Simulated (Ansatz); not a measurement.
Crystal: Mo.

```
Mo
1.0
    -1.58381    1.58381    1.58381
     1.58381   -1.58381    1.58381
     1.58381    1.58381   -1.58381
Mo
1
Direct
  0.00000 0.00000 0.00000
```

| Item | Value |
| --- | --- |
| Program | Ansatz 0.2.0 |
| Task | relaxation of cell and atoms |
| Functional | PBEsol |
| Dispersion | D3(BJ) |
| Potentials or basis | all-electron LAPW, scalar-relativistic |
| Basis error allowed | 0.001 eV/atom |
| k mesh | 12 × 12 × 12 |
| Occupations | fermi-dirac, width 0.05 eV |
| Spin | no spin polarisation |

At the start: volume 15.89 Å³/atom.

Q: Where does the relaxation end?

A: Over 5 steps the energy falls by 53.6 meV/atom and the volume is 14.92 Å³/atom (-6.1 %); space group Im-3m (No. 229, to 0.05 Å).

Step by step:
| step | energy change (eV) | largest force (eV/Å) | volume (Å³) |
| --- | --- | --- | --- |
| 1 | 0.0000 | 0.0000 | 15.89 |
| 2 | -0.0526 | 0.0000 | 15.04 |
| 3 | -0.0536 | 0.0000 | 14.92 |
| 4 | -0.0536 | 0.0000 | 14.92 |
| 5 | -0.0536 | 0.0000 | 14.92 |

Final structure:
```
CELL_PARAMETERS angstrom
-1.55071 1.55071 1.55071
1.55071 -1.55071 1.55071
1.55071 1.55071 -1.55071
ATOMIC_POSITIONS crystal
Mo 0.00000 0.00000 0.00000
```
